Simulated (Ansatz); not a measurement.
# What a change of settings does to a run on PbI$_{2}$

The structure comes from a relaxation in the same program, started in the CdI2 type, and has space group P-3m1. Whether it is a known phase or the ground state wasn't checked.

First run: DFT, PBE, all-electron LAPW, scalar-relativistic (Ansatz 0.2.0).

Command: `ansatz run input.yaml --threads 1 --pin off --max-ram 3072MiB --backend cpu --events-out ev --progress --plain --runs-dir out` The run took about 130 s on 1 thread of a shared machine.

```yaml
crystal:
  lattice:
    - [4.6772877255, 0.0, 0.0]
    - [-2.3386438628, 4.0506499911, 0.0]
    - [0.0, 0.0, 7.849638203]
  atoms:
    - { symbol: Pb, position: [0.0, 0.0, 0.0] }
    - { symbol: I, position: [0.3333333333, 0.6666666667, 0.236617703] }
    - { symbol: I, position: [0.6666666667, 0.3333333333, 0.763382297] }
kpoints:
  mp_grid: { grid: [11, 11, 6] }
  band_path:
    path:
      - [0.0, 0.0, 0.0]
      - [0.5, 0.0, 0.0]
      - [0.3333333333, 0.3333333333, 0.0]
      - [0.0, 0.0, 0.0]
      - [0.0, 0.0, 0.5]
      - [0.5, 0.0, 0.5]
      - [0.3333333333, 0.3333333333, 0.5]
      - [0.0, 0.0, 0.5]
      - [0.5, 0.0, 0.5]
    npoints: 14
scf:
  occupations: { method: fermi_dirac, width: 0.03 }
hamiltonian:
  xc: pbe
  pseudopotentials: { kind: all_electron, lapw: { basis_error: 0.001 } }
output:
  forces: true
  stress: true
  eigenvalues: true
  fatbands: true
  populations: true
  dos: { projected: true, de: 0.2, e_range: [-14, 8] }
```

Result: converged; pressure 0.00 GPa; gap on the k mesh 2.43 eV (the mesh can miss the band edges); 9 SCF iterations.

No spin–orbit coupling, which matters for the heavy atoms here.

A second input differs as follows:

```diff
@@ -23,5 +23,7 @@
     npoints: 14
 scf:
-  occupations: { method: fermi_dirac, width: 0.03 }
+  occupations: { method: fermi_dirac, width: 0.3 }
+  n_extra_bands: 0
+  max_iter: 75
 hamiltonian:
   xc: pbe
@@ -31,6 +33,4 @@
   stress: true
   eigenvalues: true
-  fatbands: true
   populations: true
-  dos: { projected: true, de: 0.2, e_range: [-14, 8] }
```

What is wrong with it, and what does the program do?

The fault is too few bands. The run refused before any iteration. The log ends:
```
Error: inconsistent input (scf.n_extra_bands, scf.occupations.method): n_bands = 43 leaves no empty band above the 43 bands per channel that the deck's 86 electrons occupy, and the occupations search for the Fermi level (a smearing at a finite width, or tetrahedra): a level found among occupied bands alone can fill a metal as an insulator; raise scf.n_extra_bands until at least 44 bands are solved (omitted, it auto-derives to 57) (see scf.n_extra_bands in the input reference)
```
